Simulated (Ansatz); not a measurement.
The system is CoO.

```xyz
4
Lattice="3.1976 0.0000 0.0000 -1.5988 2.7692 0.0000 0.0000 0.0000 5.2287" Properties=species:S:1:pos:R:3 pbc="T T T"
Co    0.0000    1.8462    2.6319
Co    0.0000    0.0000    0.0182
O     0.0000    1.8462    4.5571
O     0.0000    0.0000    1.9430
```

Measurements of this composition are mostly on another form, of space group No. 225.

| Item | Value |
| --- | --- |
| Program | Ansatz 0.2.0 |
| Task | relaxation of cell and atoms |
| Functional | PBEsol |
| Potentials or basis | all-electron LAPW, scalar-relativistic |
| Basis error allowed | 0.002 eV/atom |
| k mesh | 10 × 10 × 5 |
| Occupations | fermi-dirac, width 0.05 eV |
| Spin | collinear spin, ferromagnetic start |
| Starting moments | [2.0, 2.0, 0.0, 0.0] μB |

At the start: volume 11.58 Å³/atom.

Question: Where does the relaxation end?

Answer: Over 7 steps the energy falls by 34.5 meV/atom and the volume is 10.60 Å³/atom (-8.4 %); space group P6_3mc (No. 186, to 0.05 Å); moment 0.00 μB per cell.

The path:
```csv
step,energy change (eV),largest force (eV/Å),volume (Å³)
1,0.0000,0.1248,46.30
2,-0.0810,0.0978,44.82
3,-0.1358,0.0625,42.13
4,-0.1372,0.0503,42.41
5,-0.1374,0.0668,42.41
6,-0.1380,0.0009,42.39
7,-0.1381,0.0009,42.39
```

Final structure:
```
Co O
1.0
     3.05339    0.00000    0.00000
    -1.52669    2.64431    0.00000
     0.00000    0.00000    5.25066
Co O
2 2
Direct
  0.33333 0.66667 0.50948
  0.00000 0.00000 0.00949
  0.33333 0.66667 0.86551
  0.00000 0.00000 0.36552
```

Caveat: the starting moments weren't kept.
